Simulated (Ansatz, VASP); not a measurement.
Ag: VASP beside Ansatz

```
Ag
1.0
    14.00000    0.00000    0.00000
     0.00000   14.40000    0.00000
     0.00000    0.00000   14.80000
Ag
1
Direct
  0.50000 0.50000 0.50000
```

The cell was built by a generator and needn't be a form met in nature.

Alike in both runs: task single point; functional LDA; k mesh 1 × 1 × 1; occupations fermi-dirac, width 0.01 eV; collinear spin.

```csv
,VASP,Ansatz
version,VASP 6.6.1,Ansatz 0.2.0
potentials or method,"VASP PAW LDA potentials, release 64 (Ag)","plane waves (420 eV) with PAW, scalar-relativistic"
plane-wave cutoff (eV),520,420
valence electrons in the cell,11,19
```

|  | VASP | Ansatz | Ansatz less VASP |
| --- | --- | --- | --- |
| gap on the k mesh at the Fermi level (eV) | 0.61 | 0.65 | +0.043 |
| net moment per atom (μB) | 1.00 | 1.00 | 0.000 |
| size of the moment on the site where the two differ most (μB) | 0.36 | 1.00 | +0.644 |

Site moments also hang on the region over which each program counts them. The two sets of potentials don't hold the same shells in valence. Ansatz warned: «pseudo_functional_mismatch».
